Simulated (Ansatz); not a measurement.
# Where O_i (6-fold void) puts its levels in the gap of TiO2 (Pbcn), part 2 of 2

Wanted: the transition levels of a self-interstitial in TiO2 (Pbcn), from a cell of 96 host atoms with 1 O put in.

Ansatz; place-levels on r2SCAN runs: charge-transition levels and formation energies with image-charge correction and potential alignment at the atomic sites; PAW set soft_1.

So far. Step 3 (place-levels, r2SCAN): Under r2SCAN the gap is 3.05 eV, (+1/0) 0.89, (0/−1) 2.60, (−1/−2) 1.56 eV; the steps are inverted, so the lowest state changes at (0/−2) 2.08 eV.

## (4) Effect of the sampling

The relaxations' own energies give the levels at their sampling, for comparison.

Contents of levels.relax_mesh.yaml:

```yaml
host:
  run: host.relax.run
  levels_from: { run: edges.relax.run }
states: [qm2.relax.run, qm2_M2.relax.run, qm1_M1.relax.run, q0.relax.run, q0_M2.relax.run, qp1_M1.relax.run]
chemical_potentials:
  O:
    energy: -565.989614
    dataset: <sha256 of the dataset>
```

The run is started by

```sh
$ ansatz place-levels levels.relax_mesh.yaml -- --threads 32 --pin off --max-ram 56524MiB
```

Numbers of over 12 decimals in the logs are rounded to 6 here.

What it wrote:

```text
(+1/0) 0.878 eV above the valence edge, 2.168 eV under the conduction edge
[...]
formation energy of charge +1: +1.499 eV with the Fermi level at the valence edge
formation energy of charge 0: +2.377 eV with the Fermi level at the valence edge
formation energy of charge -1: +4.974 eV with the Fermi level at the valence edge
formation energy of charge -2: +6.543 eV with the Fermi level at the valence edge
  edges by r2scan of host.levels_from (edges.relax.run), its mesh sampled to repeats of 27.28 Å (the valence edge +0.137 eV and the conduction edge -0.074 eV from those of the host's own run), gap 3.046 eV; the host is sampled to repeats of 13.36 Å
[... the lines on each state left out ...]
```

Wall time 0.23 s (32 threads of Arm Neoverse V2, shared host).

Levels between neighbouring charges, in eV above the valence top:

|  | gap (eV) | (+1/0) | (0/−1) | (−1/−2) |
| --- | --- | --- | --- | --- |
| one point at (¼, ¼, ¼) | 3.05 | 0.88 | 2.60 | 1.57 |
| a 2×2×2 shifted mesh | 3.05 | 0.89 | 2.60 | 1.56 |

Going from one point at (¼, ¼, ¼) to a 2×2×2 shifted mesh moves the levels that carry no band-filling term by up to 0.01 eV and formation energies against the elements by up to 0.01 eV.

## (5) place-levels, PBEsol

PBEsol on the same structure is run to see how far the result rests on the functional, though not on the errors that semilocal functionals share; the sampling changes too, to one point at (¼, ¼, ¼), so differences hold both changes.

Contents of qm2.pbesol/input.yaml:

```yaml
crystal:
  checkpoint: "../qm2.relax.run"
  host: checkpoint
total_charge: -2
basis:
  ecutwfc: 420
  xc_grid: 2
hamiltonian:
  xc: pbesol
  pseudopotentials: { kind: paw, azcp: { folder: soft_1 }, xc_functional: pbe }
kpoints:
  mp_grid: { grid: [1, 1, 1], shift: [0.25, 0.25, 0.25] }
scf:
  occupations: { method: fermi_dirac, width: 0.01 }
  max_iter: 60
output:
  forces: true
  eigenvalues: true
  charged_corrections:
    epsilon: [8.12, 6.56, 7.66]
    static_epsilon: [96.87, 32.6, 88.34]
    defect_position: [0.0, 0.308589, 0.375]
  eigenstates: { localisation: true }
  populations: true
checkpoint:
  write: "../qm2.pbesol.run"
  compress: false
  write_wavefunctions: false
  write_every: 100000
```

The job ended after 3 s (1 × NVIDIA GB200 with 32 threads; peak memory 1.4 GiB; 11 s of CPU time).

Contents of levels.pbesol.yaml:

```yaml
host:
  run: host.pbesol.run
  levels_from: { run: edges.pbesol.run }
states: [qm2.pbesol.run, qm2_M2.pbesol.run, qm1_M1.pbesol.run, q0.pbesol.run, q0_M2.pbesol.run, qp1_M1.pbesol.run]
geometry_from:
  qm2.pbesol.run: qm2.relax.run
  qm2_M2.pbesol.run: qm2_M2.relax.run
  qm1_M1.pbesol.run: qm1_M1.relax.run
  q0.pbesol.run: q0.relax.run
  q0_M2.pbesol.run: q0_M2.relax.run
  qp1_M1.pbesol.run: qp1_M1.relax.run
  host.pbesol.run: host.relax.run
chemical_potentials:
  O:
    energy: -558.291301
    dataset: <sha256 of the dataset>
```

The run is started by

```sh
$ ansatz place-levels levels.pbesol.yaml -- --threads 32 --pin off --max-ram 56524MiB
```

What it wrote:

```text
(+1/0) 0.657 eV above the valence edge, 1.981 eV under the conduction edge
[...]
formation energy of charge +1: +1.317 eV with the Fermi level at the valence edge
formation energy of charge 0: +1.974 eV with the Fermi level at the valence edge
formation energy of charge -1: +4.367 eV with the Fermi level at the valence edge
formation energy of charge -2: +5.556 eV with the Fermi level at the valence edge
  edges by pbesol of host.levels_from (edges.pbesol.run), its mesh sampled to repeats of 27.28 Å (the valence edge +0.136 eV and the conduction edge -0.097 eV from those of the host's own run), gap 2.638 eV; the host is sampled to repeats of 13.36 Å
[... the lines on each state left out ...]
```

The job ended after 0.5 s (32 threads).

Under PBEsol the gap is 2.64 eV, (+1/0) 0.66, (0/−1) 2.39, (−1/−2) 1.19 eV; the steps are inverted, so the lowest state changes at (0/−2) 1.79 eV.

## (6) Cost and result

Levels between neighbouring charges, in eV above each run's own valence top:

|  | gap (eV) | (+1/0) | (0/−1) | (−1/−2) | GPU time a state at this stage (restarts are quicker than cold starts) |
| --- | --- | --- | --- | --- | --- |
| r2SCAN, 2×2×2 shifted mesh | 3.05 | 0.89 | 2.60 | 1.56 | 9.8 s |
| PBEsol on r2SCAN structures, (¼, ¼, ¼) | 2.64 | 0.66 | 2.39 | 1.19 | 5.5 s |

## (7) Outcome

| Property | Result |
| --- | --- |
| gap of the host | 3.05 eV (r2SCAN) |
| level (plus 1/0) | 0.89 eV above the valence top |
| level (0/minus 1) | 2.60 eV above the valence top, not a change between lowest states |
| level (minus 1/minus 2) | 1.56 eV above the valence top, not a change between lowest states |
| level (0/minus 2) | 2.08 eV above the valence top |
| lowest of the charges placed, just above the valence top (0.02 eV) | +1 |
| lowest of the charges placed, just below the conduction bottom (0.02 eV) | −2 |
| lowest formation energy at mid-gap of the charges run, O-rich | 2.38 eV |
| lowest formation energy at mid-gap of the charges run, Ti-rich | 7.36 eV |

**Reading.** Of the charges placed (−2, −1, 0 and +1), the lowest changes at 0.89 eV (+1/0) and 2.08 eV (0/−2) above the valence top, in a gap of 3.05 eV. (0/−2) passes over charge −1, which lies 0.52 eV above the two there; a lower structure or spin state of it, if missed, would change that. Charges above +1 and below −2 were not placed, so these runs say nothing of levels that involve them. States placed: +1 at 1 μB; 0 at 0 μB and 2 μB; −1 at 1 μB; −2 at 0 μB and 2 μB. Other spin states or structures, where not listed, weren't placed. At charge −2, −1, 0 and +1 the atom put in ends up to 1.6 Å from its starting place, so the name tells the start alone and the levels can join different sites. Going from one point at (¼, ¼, ¼) to a 2×2×2 shifted mesh moves the levels that carry no band-filling term by up to 0.01 eV and formation energies against the elements by up to 0.01 eV. What this leaves open: r2SCAN makes the gap too small and tends to spread out bound carriers; where a gas molecule sets a chemical potential or the host's formation energy, its binding is uncorrected.

[Logs are printed without paths, hosts, clocks, repeated set-up lines and the standing remarks that a program may print on its own settings, such as how far it seeks lower states.]

[Hosts, paths, dates, database ids (printed as entryN), source tags and the programs' standing remarks are cut or masked in the printed files.]

[Where a table of states has a column of steps, it counts the stored structures, which are thinned; the runs took as many ionic steps or more.]

[A defect's name tells the site on which it was built; relaxed atoms can leave that site.]

[For some hosts the program warned that the k-mesh of the response run may be too coarse for force constants and the static dielectric constant; such warnings are not shown here.]
